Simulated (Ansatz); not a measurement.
# Sn: pressure up to the limit of the methods, part 2 of 2

How does Sn (bcc type) answer strong compression, and how long do frozen cores keep up with all electrons? Methods of the runs shown: LAPW, crystal datasets and norm-conserving. Companion runs by PAW are cited. Its runs: the reference run (LAPW); volume scaled by 1 (crystal datasets and norm-conserving); volume scaled by 0.9 (LAPW and crystal datasets); volume scaled by 0.8 (LAPW); volume scaled by 0.7 (LAPW); volume scaled by 0.6 (LAPW and norm-conserving); volume scaled by 0.5 (LAPW and norm-conserving); volume scaled by 0.4 (LAPW, crystal datasets and norm-conserving).

Ansatz 0.2.0; DFT PBE; a cell built from a prototype (bcc type), not taken from measurement. «Crystal datasets» are all-electron PAW datasets made for this crystal. The steps go on from the part before.

### Step 9. Volume scaled by 0.6, LAPW

input.yaml reads:

```yaml
crystal:
  lattice:
    - [-1.6062270911, 1.6062270911, 1.6062270911]
    - [1.6062270911, -1.6062270911, 1.6062270911]
    - [1.6062270911, 1.6062270911, -1.6062270911]
  atoms:
    - { symbol: Sn, position: [0.0, 0.0, 0.0] }
kpoints:
  mp_grid: { grid: [14, 14, 14] }
scf:
  occupations: { method: fermi_dirac, width: 0.1 }
hamiltonian:
  xc: pbe
  pseudopotentials: { kind: all_electron, lapw: { basis_error: 0.001 } }
output:
  forces: true
  stress: true
  eigenvalues: true
  populations: true
```

Launch:

```console
$ ansatz run input.yaml --threads 1 --pin off --max-ram 2048MiB --backend cpu --events-out ev --progress --plain --runs-dir out
```

The program printed, cut to the lines that bear on the results:

```text
Sn: projections on atomic orbitals take those of the free atom 1s2 2s2 2p6 3s2 3p6 3d10 4s2 4p6 4d10 5s2 5p2, of charge +0.00 (hamiltonian.pseudopotentials.projection_atoms)
LAPW: plane waves up to 8.274 Å⁻¹, error target 1.0e-3 eV per atom; small_component_spin mean_spin; Sn in spheres of 1.391 Å, 22 of its electrons in bands, Dirac shells []
[...]
Pseudopotentials: kind: all_electron
Pseudopotential: Sn, LAPW, valence charge 22, Koelling and Harmon's equation, gaussian nucleus
Functional definition: PBE
[...]
Crystal: 1 atoms, lattice volume = 16.576 Å³
Basis set: ecut = 260.80438899258934 eV, 141 PW (Γ), exchange–correlation at level 2
Bands: 15, of which v1, the nominal top of the filled ones, is band 11 counted from 1 (10 counted from 0)
Symmetry: 48 space group operations
Space group: Im-3m (ITA 229), of the structure as read, at distance tolerance 2.5e-5 Å
k-points: 104 of 2744
[...]
SCF converged after 7 iterations
Free energy (F): -168087.621017 eV
[...]
E sigma→0 (E₀):  -168087.614084 eV
Entropy (-TS):   -0.013866 eV (-13.866 meV/atom)
Fermi energy:    25.133788 eV
[...]
--- Forces (eV/Å), atoms counted from 1 ---
  atom   1  Sn     0.00000000    -0.00000000     0.00000000
[...]
--- Stress (GPa, compression-positive) ---
       83.491968      -0.000000       0.000000
       -0.000000      83.491968      -0.000000
        0.000000      -0.000000      83.491968
  P = ⅓ Tr σ = 83.4920 GPa (834.920 kbar)
--- Band table (eV; the first three rows and the last of 104) ---
  k-point 0: bands = ["-104.8453", "-60.6329", "-60.6329", "-60.6329", "2.6373", "2.6373", "2.6373", "3.1854", "3.1854", "9.3345", "37.6670", "37.6670", "37.6670", "38.9401", "38.9401"]
[...]
--- Löwdin populations: 1 site ---
  site symbol       q [e]
     0     Sn     49.9491
  spilling = 0.001018 (of n_electrons = 50.000000)
```

Wall time 8.4 s (1 thread of Arm Neoverse V1, shared host); peak memory 0.28 GiB.

Result: pressure 83.49 GPa; no gap.

### Step 10. Volume scaled by 0.6, norm-conserving

input.yaml: that of step 9 with these lines changed.

```diff
@@ -13,3 +13,3 @@
   xc: pbe
-  pseudopotentials: { kind: all_electron, lapw: { basis_error: 0.001 } }
+  pseudopotentials: { kind: nc }
 output:
@@ -18,2 +18 @@
   eigenvalues: true
-  populations: true
```

Launch:

```console
$ ansatz run input.yaml --threads 1 --pin off --max-ram 2048MiB --backend cpu --events-out ev --progress --plain --runs-dir out
```

The program printed, cut to the lines that bear on the results:

```text
[...]
[... 3 set-up lines as earlier in the session ...]
[...]
Crystal: 1 atoms, lattice volume = 16.576 Å³
Basis set: ecut = 979.609905 eV, 1157 PW (Γ), exchange–correlation on 60×60×60 points (8 copies of the dense FFT grid, shifted against one another)
Bands: 11, of which v1, the nominal top of the filled ones, is band 7 counted from 1 (6 counted from 0)
[... 2 set-up lines as earlier in the session ...]
k-points: 104 of 2744
[...]
SCF iter   1: F=—  HF=-2206.177869 eV  |F-HF|=—  |Δ(HF+E_count)|=         —  Δρ=2.39e-2  dr2=8.27e-2  ethr=3.10e-3  ⟨swp⟩=8.4  Hψ=10522  notcnv=0
[...]
SCF iter   6: F=-2206.142661 eV  HF=-2206.142661 eV  |F-HF|=1.38e-8  |Δ(HF+E_count)|=   3.36e-7  Δρ=1.12e-5  dr2=1.66e-8  ethr=7.14e-10  ⟨swp⟩=13.2  Hψ=9842  notcnv=0
[...]
SCF converged after 6 iterations
Free energy (F): -2206.142661 eV
[...]
E sigma→0 (E₀):  -2206.135741 eV
Entropy (-TS):   -0.013840 eV (-13.840 meV/atom)
Fermi energy:    20.612992 eV
[...]
--- Forces (eV/Å), atoms counted from 1 ---
  atom   1  Sn    -0.00000000     0.00000000    -0.00000000
[...]
--- Stress (GPa, compression-positive) ---
       83.715337       0.000000       0.000000
        0.000000      83.715337       0.000000
        0.000000       0.000000      83.715337
  P = ⅓ Tr σ = 83.7153 GPa (837.153 kbar)
--- Band table (eV; the first three rows and the last of 104) ---
  k-point 0: bands = ["-1.8750", "-1.8750", "-1.8750", "-1.3277", "-1.3277", "4.8104", "33.1459", "33.1459", "33.1459", "34.4246", "34.4246"]
[...]
```

Wall time 5.4 s (1 thread of Arm Neoverse V1, shared host); peak memory 0.27 GiB.

In short: pressure 83.72 GPa; no gap.

### Step 11. Volume scaled by 0.5, LAPW

input.yaml reads:

```yaml
crystal:
  lattice:
    - [-1.5115175633, 1.5115175633, 1.5115175633]
    - [1.5115175633, -1.5115175633, 1.5115175633]
    - [1.5115175633, 1.5115175633, -1.5115175633]
  atoms:
    - { symbol: Sn, position: [0.0, 0.0, 0.0] }
kpoints:
  mp_grid: { grid: [14, 14, 14] }
scf:
  occupations: { method: fermi_dirac, width: 0.1 }
hamiltonian:
  xc: pbe
  pseudopotentials: { kind: all_electron, lapw: { basis_error: 0.001 } }
output:
  forces: true
  stress: true
  eigenvalues: true
  populations: true
```

Launch:

```console
$ ansatz run input.yaml --threads 1 --pin off --max-ram 2048MiB --backend cpu --events-out ev --progress --plain --runs-dir out
```

The program printed, cut to the lines that bear on the results:

```text
Sn: projections on atomic orbitals take those of the free atom 1s2 2s2 2p6 3s2 3p6 3d10 4s2 4p6 4d10 5s2 5p2, of charge +0.00 (hamiltonian.pseudopotentials.projection_atoms)
LAPW: plane waves up to 8.909 Å⁻¹, error target 1.0e-3 eV per atom; small_component_spin mean_spin; Sn in spheres of 1.309 Å, 22 of its electrons in bands, Dirac shells []
[...]
[... 3 set-up lines as earlier in the session ...]
[...]
Crystal: 1 atoms, lattice volume = 13.813 Å³
Basis set: ecut = 302.3956857132377 eV, 177 PW (Γ), exchange–correlation at level 2
Bands: 15, of which v1, the nominal top of the filled ones, is band 11 counted from 1 (10 counted from 0)
[... 1 set-up line as earlier in the session ...]
Space group: Im-3m (ITA 229), of the structure as read, at distance tolerance 2.4e-5 Å
k-points: 104 of 2744
[...]
SCF converged after 7 iterations
Free energy (F): -168085.485587 eV
[...]
E sigma→0 (E₀):  -168085.480476 eV
Entropy (-TS):   -0.010224 eV (-10.224 meV/atom)
Fermi energy:    30.962153 eV
[...]
--- Forces (eV/Å), atoms counted from 1 ---
  atom   1  Sn    -0.00000000     0.00000000    -0.00000000
[...]
--- Stress (GPa, compression-positive) ---
      176.559801       0.000000       0.000000
        0.000000     176.559801      -0.000000
        0.000000      -0.000000     176.559801
  P = ⅓ Tr σ = 176.5598 GPa (1765.598 kbar)
--- Band table (eV; the first three rows and the last of 104) ---
  k-point 0: bands = ["-99.5812", "-55.3620", "-55.3620", "-55.3620", "7.5903", "7.5903", "7.5903", "8.4472", "8.4472", "12.7152", "43.1561", "43.1561", "43.1561", "47.5467", "47.5467"]
[...]
--- Löwdin populations: 1 site ---
  site symbol       q [e]
     0     Sn     49.9414
  spilling = 0.001172 (of n_electrons = 50.000000)
```

Wall time 11 s (1 thread of Arm Neoverse V1, shared host); peak memory 0.29 GiB.

Result: pressure 176.56 GPa; no gap.

### Step 12. Volume scaled by 0.5, norm-conserving

input.yaml: that of step 11 with these lines changed.

```diff
@@ -13,3 +13,3 @@
   xc: pbe
-  pseudopotentials: { kind: all_electron, lapw: { basis_error: 0.001 } }
+  pseudopotentials: { kind: nc }
 output:
@@ -18,2 +18 @@
   eigenvalues: true
-  populations: true
```

Launch:

```console
$ ansatz run input.yaml --threads 1 --pin off --max-ram 2048MiB --backend cpu --events-out ev --progress --plain --runs-dir out
```

The program printed, cut to the lines that bear on the results:

```text
[...]
[... 3 set-up lines as earlier in the session ...]
[...]
Crystal: 1 atoms, lattice volume = 13.813 Å³
Basis set: ecut = 979.609905 eV, 959 PW (Γ), exchange–correlation on 54×54×54 points (8 copies of the dense FFT grid, shifted against one another)
Bands: 11, of which v1, the nominal top of the filled ones, is band 7 counted from 1 (6 counted from 0)
[... 2 set-up lines as earlier in the session ...]
k-points: 104 of 2744
[...]
SCF iter   1: F=—  HF=-2204.052415 eV  |F-HF|=—  |Δ(HF+E_count)|=         —  Δρ=3.42e-2  dr2=1.17e-1  ethr=3.10e-3  ⟨swp⟩=9.5  Hψ=11621  notcnv=0
[...]
SCF iter   6: F=-2204.000561 eV  HF=-2204.000561 eV  |F-HF|=8.82e-9  |Δ(HF+E_count)|=   2.23e-7  Δρ=1.42e-5  dr2=1.13e-8  ethr=7.14e-10  ⟨swp⟩=13.6  Hψ=10215  notcnv=0
[...]
SCF converged after 6 iterations
Free energy (F): -2204.000561 eV
[...]
E sigma→0 (E₀):  -2203.995467 eV
Entropy (-TS):   -0.010189 eV (-10.189 meV/atom)
Fermi energy:    25.540103 eV
[...]
--- Forces (eV/Å), atoms counted from 1 ---
  atom   1  Sn     0.00000000    -0.00000000    -0.00000000
[...]
--- Stress (GPa, compression-positive) ---
      177.191487       0.000000       0.000000
       -0.000000     177.191487      -0.000000
        0.000000       0.000000     177.191487
  P = ⅓ Tr σ = 177.1915 GPa (1771.915 kbar)
--- Band table (eV; the first three rows and the last of 104) ---
  k-point 0: bands = ["2.1826", "2.1826", "2.1826", "3.0388", "3.0388", "7.2880", "37.7281", "37.7281", "37.7281", "42.1333", "42.1333"]
[...]
```

Wall time 4.4 s (1 thread of Arm Neoverse V1, shared host); peak memory 0.26 GiB.

In short: pressure 177.19 GPa; no gap.

### Step 13. Volume scaled by 0.4, LAPW

input.yaml reads:

```yaml
crystal:
  lattice:
    - [-1.4031686087, 1.4031686087, 1.4031686087]
    - [1.4031686087, -1.4031686087, 1.4031686087]
    - [1.4031686087, 1.4031686087, -1.4031686087]
  atoms:
    - { symbol: Sn, position: [0.0, 0.0, 0.0] }
kpoints:
  mp_grid: { grid: [14, 14, 14] }
  band_path:
    path:
      - [0.0, 0.0, 0.0]
      - [0.5, -0.5, 0.5]
      - [0.0, 0.0, 0.5]
      - [0.0, 0.0, 0.0]
      - [0.25, 0.25, 0.25]
      - [0.5, -0.5, 0.5]
      - [0.25, 0.25, 0.25]
      - [0.0, 0.0, 0.5]
    npoints: 8
scf:
  occupations: { method: fermi_dirac, width: 0.1 }
hamiltonian:
  xc: pbe
  pseudopotentials: { kind: all_electron, lapw: { basis_error: 0.001 } }
output:
  forces: true
  stress: true
  eigenvalues: true
  populations: true
  dos: { projected: true, de: 0.2, e_range: [-14, 8] }
```

Launch:

```console
$ ansatz run input.yaml --threads 1 --pin off --max-ram 2048MiB --backend cpu --events-out ev --progress --plain --runs-dir out
```

The program printed, cut to the lines that bear on the results:

```text
Sn: projections on atomic orbitals take those of the free atom 1s2 2s2 2p6 3s2 3p6 3d10 4s2 4p6 4d10 5s2 5p2, of charge +0.00 (hamiltonian.pseudopotentials.projection_atoms)
LAPW: plane waves up to 9.730 Å⁻¹, error target 1.0e-3 eV per atom; small_component_spin mean_spin; Sn in spheres of 1.215 Å, 32 of its electrons in bands, Dirac shells []
[...]
[... 1 set-up line as earlier in the session ...]
Pseudopotential: Sn, LAPW, valence charge 32, Koelling and Harmon's equation, gaussian nucleus
[... 1 set-up line as earlier in the session ...]
[...]
Crystal: 1 atoms, lattice volume = 11.051 Å³
Basis set: ecut = 360.72027669047225 eV, 177 PW (Γ), exchange–correlation at level 2
Bands: 20, of which v1, the nominal top of the filled ones, is band 16 counted from 1 (15 counted from 0)
[... 1 set-up line as earlier in the session ...]
Space group: Im-3m (ITA 229), of the structure as read, at distance tolerance 2.2e-5 Å
k-points: 104 of 2744
[...]
SCF iter   7: F=-168080.817478 eV  HF=-168080.817478 eV  |F-HF|=1.81e-8  |Δ(HF+E_count)|=   5.79e-8  Δρ=1.82e-5  dr2=1.96e-8  ethr=4.70e-9  ⟨swp⟩=2.0  Hψ=5732  notcnv=0
[...]
NSCF: frozen V_eff on 57 k-points
SCF converged after 7 iterations
Free energy (F): -168080.817478 eV
[...]
E sigma→0 (E₀):  -168080.812798 eV
Entropy (-TS):   -0.009361 eV (-9.361 meV/atom)
Fermi energy:    39.682509 eV
[...]
--- Forces (eV/Å), atoms counted from 1 ---
  atom   1  Sn    -0.00000000     0.00000000     0.00000000
[...]
--- Stress (GPa, compression-positive) ---
      399.108220      -0.000000       0.000000
       -0.000000     399.108220      -0.000000
        0.000000      -0.000000     399.108220
  P = ⅓ Tr σ = 399.1082 GPa (3991.082 kbar)
--- Band table (eV; the first three rows and the last of 104) ---
[... band rows left out ...]
[...]
--- Löwdin populations: 1 site ---
  site symbol       q [e]
     0     Sn     49.9299
  spilling = 0.001401 (of n_electrons = 50.000000)
```

Wall time 16 s (1 thread of Arm Neoverse V1, shared host); peak memory 0.31 GiB.

Result: pressure 399.11 GPa; no gap.

At the corners of the path (eV, zero at the Fermi level):

```
point  band 13  band 14  band 15  band 16  band 17  band 18  band 19
    Γ   -23.63   -23.63   -21.86    11.21    11.21    11.21    20.15
    H   -22.92   -22.92    -2.65    -2.65    -2.65     4.21     4.21
    N   -23.57   -22.68   -11.66    -7.75     5.81     7.15    12.99
    Γ   -23.63   -23.63   -21.86    11.21    11.21    11.21    20.15
    P   -23.55   -23.55    -4.38    -4.38    -4.38    -3.94    23.87
    H   -22.92   -22.92    -2.65    -2.65    -2.65     4.21     4.21
    P   -23.55   -23.55    -4.38    -4.38    -4.38    -3.94    23.87
    N   -23.57   -22.68   -11.66    -7.75     5.81     7.15    12.99
```

States per cell, counted by energy window (eV from the Fermi level, on a grid of 0.20 eV):

```
from  to  total  Sn 5p  Sn 5s
 -10  -9   0.17   0.13   0.02
  -9  -8   0.14   0.11   0.02
  -8  -7   0.12   0.08   0.03
  -7  -6   0.23   0.10   0.12
  -6  -5   0.30   0.15   0.12
  -5  -4   0.27   0.15   0.10
  -4  -3   0.29   0.16   0.11
  -3  -2   0.33   0.21   0.10
  -2  -1   0.32   0.21   0.09
  -1   0   0.31   0.21   0.08
   0   1   0.31   0.21   0.07
   1   2   0.32   0.22   0.06
   2   3   0.31   0.22   0.05
   3   4   0.30   0.21   0.04
   4   5   0.34   0.21   0.04
```

### Step 14. Volume scaled by 0.4, crystal datasets

input.yaml reads:

```yaml
crystal:
  lattice:
    - [-1.4031686087, 1.4031686087, 1.4031686087]
    - [1.4031686087, -1.4031686087, 1.4031686087]
    - [1.4031686087, 1.4031686087, -1.4031686087]
  atoms:
    - { symbol: Sn, position: [0.0, 0.0, 0.0] }
kpoints:
  mp_grid: { grid: [14, 14, 14] }
scf:
  occupations: { method: fermi_dirac, width: 0.1 }
hamiltonian:
  xc: pbe
  pseudopotentials: { kind: all_electron, datasets: crystal }
output:
  forces: true
  stress: true
  eigenvalues: true
```

Launch:

```console
$ ansatz run input.yaml --threads 1 --pin off --max-ram 2048MiB --backend cpu --events-out ev --progress --plain --runs-dir out
```

The program printed, cut to the lines that bear on the results:

```text
[...]
band count auto-derived: 12 (N_el = 14.0; filled up to band 7; 11 by the electrons, moments and atoms)
[...]
[... 1 set-up line as earlier in the session ...]
Pseudopotential: Sn, paw, valence charge 22, recommended cutoff 400 eV (normal), Koelling and Harmon's equation, gaussian nucleus
[... 1 set-up line as earlier in the session ...]
[...]
Crystal: 1 atoms, lattice volume = 11.051 Å³
Basis set: ecut = 400 eV, 201 PW (Γ), exchange–correlation on 32×32×32 points (8 copies of the dense FFT grid, shifted against one another)
Bands: 12, of which v1, the nominal top of the filled ones, is band 7 counted from 1 (6 counted from 0)
[... 2 set-up lines as earlier in the session ...]
k-points: 104 of 2744
[...]
Past the cutoffs: a stress includes 0.0042 GPa for waves and charges beyond them, in addition to the slope of what the spheres take
In the spheres:  the bands' charges fall short by 2.1e-7 e at most (sound up to 1e-3), those of shells solved beside the bands by 4.2e-8 e (sound up to 5e-4)
Fermi energy:    39.682508 eV
[...]
  The terms above E_closure are by the made datasets' own strengths, without shells solved beside the bands.
--- Forces (eV/Å), atoms counted from 1 ---
  atom   1  Sn     0.00000000     0.00000000     0.00000000
[...]
--- Stress (GPa, compression-positive) ---
      399.111371       0.000000      -0.000000
       -0.000000     399.111371       0.000000
       -0.000000       0.000000     399.111371
  P = ⅓ Tr σ = 399.1114 GPa (3991.114 kbar)
  It holds what live shells' own plane waves past their cutoff add
--- Band table (eV; the first three rows and the last of 104) ---
  k-point 0: bands = ["14.6369", "14.6369", "14.6369", "16.0544", "16.0544", "17.8267", "50.8893", "50.8893", "50.8893", "59.8360"]
[...]
```

Run time: 6.5 s. Hardware: 1 thread of Arm Neoverse V1, shared host; peak memory 0.4 GiB.

Result: pressure 399.11 GPa; no gap.

### Step 15. Volume scaled by 0.4, norm-conserving

input.yaml: that of step 14 with these lines changed.

```diff
@@ -13,3 +13,3 @@
   xc: pbe
-  pseudopotentials: { kind: all_electron, datasets: crystal }
+  pseudopotentials: { kind: nc }
 output:
```

Launch:

```console
$ ansatz run input.yaml --threads 1 --pin off --max-ram 2048MiB --backend cpu --events-out ev --progress --plain --runs-dir out
```

The program printed, cut to the lines that bear on the results:

```text
[...]
[... 3 set-up lines as earlier in the session ...]
[...]
Crystal: 1 atoms, lattice volume = 11.051 Å³
Basis set: ecut = 979.609905 eV, 767 PW (Γ), exchange–correlation on 50×50×50 points (8 copies of the dense FFT grid, shifted against one another)
Bands: 11, of which v1, the nominal top of the filled ones, is band 7 counted from 1 (6 counted from 0)
[... 2 set-up lines as earlier in the session ...]
k-points: 104 of 2744
[...]
SCF iter   1: F=—  HF=-2199.394616 eV  |F-HF|=—  |Δ(HF+E_count)|=         —  Δρ=5.34e-2  dr2=1.78e-1  ethr=3.10e-3  ⟨swp⟩=10.9  Hψ=13032  notcnv=0
[...]
SCF iter   6: F=-2199.312425 eV  HF=-2199.312425 eV  |F-HF|=4.53e-9  |Δ(HF+E_count)|=   1.98e-7  Δρ=9.75e-6  dr2=5.16e-9  ethr=7.14e-10  ⟨swp⟩=17.4  Hψ=13136  notcnv=0
[...]
SCF converged after 6 iterations
Free energy (F): -2199.312425 eV
[...]
E sigma→0 (E₀):  -2199.307753 eV
Entropy (-TS):   -0.009343 eV (-9.343 meV/atom)
Fermi energy:    32.910391 eV
[...]
--- Forces (eV/Å), atoms counted from 1 ---
  atom   1  Sn     0.00000000    -0.00000000     0.00000000
[...]
--- Stress (GPa, compression-positive) ---
      401.067862       0.000000       0.000000
        0.000000     401.067862       0.000000
       -0.000000       0.000000     401.067862
  P = ⅓ Tr σ = 401.0679 GPa (4010.679 kbar)
--- Band table (eV; the first three rows and the last of 104) ---
  k-point 0: bands = ["7.8877", "7.8877", "7.8877", "9.3047", "9.3047", "11.0457", "44.0959", "44.0959", "44.0959", "53.2214", "53.2214"]
[...]
```

Wall time 5 s (1 thread of Arm Neoverse V1, shared host); peak memory 0.25 GiB.

Read from it: pressure 401.07 GPa; no gap.

### Step 16. The series in one table

The PAW rows are taken from companion runs at the same settings.

| method | volume over the first | volume (Å³/atom) | pressure (GPa) | SCF cycles, all passes |
| --- | --- | --- | --- | --- |
| LAPW | 1 | 27.627 | 0.00 | 7 |
| LAPW | 0.9 | 24.864 | 6.45 | 7 |
| LAPW | 0.8 | 22.101 | 18.14 | 7 |
| LAPW | 0.7 | 19.339 | 40.11 | 7 |
| LAPW | 0.6 | 16.576 | 83.49 | 7 |
| LAPW | 0.5 | 13.813 | 176.56 | 7 |
| LAPW | 0.4 | 11.051 | 399.11 | 7 |
| PAW | 1 | 27.627 | 0.01 | 6 |
| PAW | 0.9 | 24.864 | 6.45 | 6 |
| PAW | 0.8 | 22.101 | 18.14 | 6 |
| PAW | 0.7 | 19.339 | 40.15 | 6 |
| PAW | 0.6 | 16.576 | 83.62 | 7 |
| PAW | 0.5 | 13.813 | 176.75 | 6 |
| PAW | 0.4 | 11.051 | 400.02 | 6 |
| PAW (cutoff 250 eV) | 0.4 | 11.051 | 405.44 | 6 |
| crystal datasets | 1 | 27.627 | 0.00 | 8 |
| crystal datasets | 0.9 | 24.864 | 6.45 | 7 |
| crystal datasets | 0.4 | 11.051 | 399.11 | 7 |
| norm-conserving | 1 | 27.627 | 0.02 | 6 |
| norm-conserving | 0.6 | 16.576 | 83.72 | 6 |
| norm-conserving | 0.5 | 13.813 | 177.19 | 6 |
| norm-conserving | 0.4 | 11.051 | 401.07 | 6 |

### Step 17. Results

What follows sums up all 2 parts.

```
                                         quantity      value
               LAPW pressure at 0.4 of the volume  399.1 GPa
                PAW pressure at 0.4 of the volume  400.0 GPa
PAW (cutoff 250 eV) pressure at 0.4 of the volume  405.4 GPa
   crystal datasets pressure at 0.4 of the volume  399.1 GPa
    norm-conserving pressure at 0.4 of the volume  401.1 GPa
      fitted bulk modulus at zero pressure (LAPW)     50 GPa
                          its pressure derivative       4.64
```

What this shows: At 0.4 of the starting volume LAPW gives 399 GPa. One third-order Birch-Murnaghan curve follows these points (B₀ = 50 GPa, B′ = 4.64, misfit at most 1.10 GPa). A fit over so wide a range leans to the high pressures, so B₀ can be off by several per cent. Where LAPW's pressure is over 3 GPa, PAW's departs from it by at most 0.2 %, at 0.4 of the volume. The ions are at rest, and the electrons smeared by 0.1 eV.
